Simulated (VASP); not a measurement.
Set up this calculation in VASP 6.6.1, as the native input.

```yaml
Task: relaxation of cell and atoms
Functional: PBEsol
Potentials_or_basis: VASP PAW PBE potentials, release 64 (Si)
Cutoff: 600 eV
k_mesh: 18 × 18 × 10
Occupations: gaussian, width 0.1 eV
Spin: no spin polarisation
Dipole_correction: no
Further_INCAR_settings: ALGO = Fast; EDIFF = 1e-06; IBRION = 2; EDIFFG = -0.005; NSW = 70; ISIF = 3
```

The structure of Si lies in POSCAR:

```
Si
1.0
    2.6369973686      0.0000000000      0.0000000000
   -1.3184986843      2.2837067109      0.0000000000
    0.0000000000      0.0000000000      4.5089914132
Si
2
Direct
    0.3333333333      0.6666666667      0.2500000000
    0.6666666667      0.3333333333      0.7500000000
```

This isn't the form of Si at room conditions, which is diamond.

One way to write it, as run:

INCAR

```
PREC = Accurate ; ENCUT = 600
EDIFF = 1E-6 ; ISMEAR = 0
SIGMA = 0.1 ; LREAL = False
LASPH = True ; NELM = 100
ALGO = Fast ; ISIF = 3
LWAVE = False ; LCHARG = False
GGA = PS ; IBRION = 2
NSW = 70 ; EDIFFG = -0.005
```

KPOINTS

```
Automatic mesh
0
Gamma
  18 18 10
```

Potentials or basis: VASP PAW PBE potentials, release 64 (Si).

Run with:

```console
$ cat potpaw_PBE.64/Si/POTCAR > POTCAR
$ mpirun -np 1 vasp_std > vasp.out
```

It gave:

* Relaxed volume: 14.00 Å³/atom
* Relaxed cell: a = 2.664 Å, b = 2.664 Å, c = 4.553 Å, α = 90.00°, β = 90.00°, γ = 120.00°
* Space group after relaxing (to 0.05 Å): P6_3/mmc (No. 194)
* Energy gained by relaxing: 4.0 meV/atom
* Ionic steps: 3
* Pressure after relaxing: 0.0 GPa
* Band gap on the k mesh: none (metal or under the smearing width)

Caveat: the PAW data sets were made with another functional, which shifts forces and pressure a little.

It took 53 s on 1 thread of Intel(R) Xeon(R) Platinum 8259CL CPU @ 2.50GHz (Skylake/Cascade Lake) (shared host), peak memory 0.19 GiB.
